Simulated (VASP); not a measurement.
Set up this calculation in VASP 6.6.1, as the native input.

| Quantity | Value |
| --- | --- |
| Task | relaxation of cell and atoms |
| Functional | PBE |
| Potentials or basis | VASP PAW PBE potentials, release 64 (Ge_d, Mg) |
| Cutoff | 700 eV |
| k mesh | 10 × 10 × 10 |
| Occupations | gaussian, width 0.02 eV |
| Spin | no spin polarisation |
| Further INCAR settings | ALGO = Fast; EDIFF = 1e-06; IBRION = 2; EDIFFG = -0.005; NSW = 60; ISIF = 3 |

The structure of Mg2Ge lies in POSCAR:

```
Mg2Ge
1.0
    0.0000000000      3.1850000000      3.1850000000
    3.1850000000      0.0000000000      3.1850000000
    3.1850000000      3.1850000000      0.0000000000
Ge Mg
1 2
Direct
    0.0000000000      0.0000000000      0.0000000000
    0.2500000000      0.2500000000      0.2500000000
    0.7500000000      0.7500000000      0.7500000000
```

The cell was built by a generator and needn't be a form met in nature.

These files were run (other wordings do the same):

INCAR

```
ALGO     = Fast           # electronic algorithm
EDIFF    = 1E-6           # SCF threshold, eV
EDIFFG   = -0.005         # ionic threshold
ENCUT    = 700            # plane-wave cutoff, eV
GGA      = PE             # functional
IBRION   = 2              # ionic algorithm
ISIF     = 3              # what is computed and relaxed
ISMEAR   = 0              # smearing method
LASPH    = T              # aspherical terms in the spheres
LCHARG   = F              # write CHGCAR
LREAL    = F              # projectors in reciprocal space
LWAVE    = F              # write WAVECAR
NELM     = 120            # most SCF steps
NSW      = 60             # ionic steps
PREC     = Accurate       # precision mode
SIGMA    = 0.02           # smearing width, eV
```

KPOINTS

```
k-points
0
Gamma
  10 10 10
```

Potentials or basis: VASP PAW PBE potentials, release 64 (Ge_d, Mg).

The run is started by

```console
$ cat potpaw_PBE.64/Ge_d/POTCAR potpaw_PBE.64/Mg/POTCAR > POTCAR
$ mpirun -np 1 vasp_std > vasp.out
```

It gave:

The relaxed volume is 21.99 Å³/atom. The relaxed cell is a = 4.536 Å, b = 4.536 Å, c = 4.536 Å, α = 60.00°, β = 60.00°, γ = 60.00°, the space group after relaxing (to 0.05 Å) is Fm-3m (No. 225) and the energy gained by relaxing is 1.6 meV/atom. The ionic steps are 2, the pressure after relaxing is 0.0 GPa and the band gap on the k mesh is 0.16 eV, indirect (least direct gap 0.96 eV).

It took 57 s on 1 thread of Intel(R) Xeon(R) 6975P-C (Granite Rapids) (shared host), peak memory 0.29 GiB.
